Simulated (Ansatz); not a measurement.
# Cr (P6_3/mmc) in Ansatz: equation of state

Aim: energy against volume of Cr in PBEsol, for its equilibrium volume and stiffness.

Program: Ansatz 0.2.0. These are calculated values, not measurements. Logs are shortened: lines on timing, memory, paths and dates and some standing lists are left out, and cuts for length are marked.

### Step 1. Starting point

It takes space group P6_3/mmc (No. 194, hexagonal). The conventional cell has a = 2.714 Å, b = 2.714 Å, c = 4.410 Å, α = 90.00°, β = 90.00°, γ = 120.00°. Cr (site symmetry -6m2) has 12 Cr at 2.71 Å as nearest neighbours.

This isn't the form of Cr at room conditions, which is bcc.

### Step 2. Equation of state, PBEsol, collinear spin, ferromagnetic start

Potentials or basis: all-electron LAPW, scalar-relativistic.

This step only gathers the single runs of the series.

Results:

| Property | Result |
| --- | --- |
| Equilibrium volume | 12.76 Å³/atom (rough: see the caveat) |
| Bulk modulus at fixed shape and positions | 838 GPa (rough) |

Energy against volume, from the lowest point:
| volume (Å³/atom) | energy (meV/atom) |
| --- | --- |
| 13.222 | 0.00 |
| 13.503 | 48.57 |
| 13.784 | 100.42 |
| 14.066 | 155.42 |
| 14.347 | 211.97 |
| 14.628 | 257.65 |
| 14.910 | 291.42 |

Caveat: the fit is doubtful: noisy points or a state that changes with volume; the minimum lies outside the volumes run; the cell was scaled at fixed shape and fractional positions, which overstates the stiffness of a crystal with free parameters, most of all of layers and chains; the starting moments weren't kept.
